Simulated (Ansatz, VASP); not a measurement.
This is a calculation of BaS for Ansatz 0.2.0.

Contents of input.yaml:

```yaml
crystal:
  lattice:
    - [0.0, 3.19375, 3.19375]
    - [3.19375, 0.0, 3.19375]
    - [3.19375, 3.19375, 0.0]
  atoms:
    - { symbol: Ba, position: [0.0, 0.0, 0.0] }
    - { symbol: S, position: [0.5, 0.5, 0.5] }
hamiltonian:
  xc: b3lyp
  pseudopotentials: { kind: paw }
kpoints:
  mp_grid: { grid: [4, 4, 4] }
scf:
  occupations: { method: fermi_dirac, width: 0.05 }
output:
  forces: true
  stress: true
relax:
  f_tol: 0.01
  max_steps: 40
  cell: { stress_tol: 0.05 }
```

Potentials or basis: Ansatz PAW.

Command:

```console
$ ansatz run input.yaml --threads 2 --pin off --max-ram 5632MiB --backend cpu --events-out ev --progress --plain --runs-dir out
```

Question: Translate it to VASP 6.6.1. Potentials there: VASP PAW PBE potentials, release 64 (Ba_sv, S).

Answer: As run (the cutoff follows the program's own potentials):

File POSCAR:

```
BaS
1.0
    0.0000000000      3.1937500000      3.1937500000
    3.1937500000      0.0000000000      3.1937500000
    3.1937500000      3.1937500000      0.0000000000
Ba S
1 1
Direct
    0.0000000000      0.0000000000      0.0000000000
    0.5000000000      0.5000000000      0.5000000000
```

INCAR.step1

```
SYSTEM = BaS
ALGO = Normal
EDIFF = 1E-5
ENCUT = 600
GGA = PE
ISMEAR = -1
LASPH = .True.
LCHARG = .False.
LREAL = .False.
LWAVE = .True.
NELM = 100
PREC = Accurate
SIGMA = 0.05
```

Contents of INCAR.step2:

```
SYSTEM = BaS
AEXX = 0.2
AGGAC = 0.81
AGGAX = 0.72
ALDAC = 0.19
ALGO = Normal
EDIFF = 1E-6
EDIFFG = -0.02
ENCUT = 600
GGA = B3
HFRCUT = -1
IBRION = 2
ISIF = 3
ISMEAR = -1
ISTART = 1
LASPH = .True.
LCHARG = .False.
LHFCALC = .True.
LREAL = .False.
LWAVE = .False.
NELM = 100
NSW = 40
PREC = Accurate
PRECFOCK = Fast
SIGMA = 0.05
```

KPOINTS

```
k-points
0
Gamma
  4 4 4
  0 0 0
```

Potentials or basis: VASP PAW PBE potentials, release 64 (Ba_sv, S).

The run is started by

```sh
$ cat potpaw_PBE.64/Ba_sv/POTCAR potpaw_PBE.64/S/POTCAR > POTCAR
$ cp INCAR.step1 INCAR
$ mpirun -np 1 vasp_std > vasp.out
$ cp INCAR.step2 INCAR
$ mpirun -np 1 vasp_std > vasp.out
```

Both were run:

|  | VASP | Ansatz | Ansatz less VASP |
| --- | --- | --- | --- |
| gap on the k mesh at the Fermi level, each at its own relaxed structure (eV) | 3.56 | 3.64 | +0.076 |
| relaxed volume (Å³/atom) | 34.70 | 34.29 | -0.408 |
| relaxed cell length with the largest relative difference (Å) | 4.613 | 4.594 | -0.0182 |
| energy change over the relaxation (meV/atom) | -18 | -12 | +6.5 |

Caveats: the k mesh is coarse (spacing up to 0.43 Å⁻¹), so the values aren't converged, least of all with exact exchange; spin-orbit coupling is left out, which moves the levels of the heavy elements; the PAW data sets were made with another functional, which shifts forces and pressure a little (VASP); the plane-wave basis is chosen anew once the cell has moved, so the energies of steps on either side of that aren't comparable (Ansatz); the PAW data sets come from PBE, with cores solved anew for the run's functional, which leaves a small shift of forces and pressure (Ansatz). Zero-point motion and thermal expansion aren't in these numbers. A k mesh can miss the band edges.
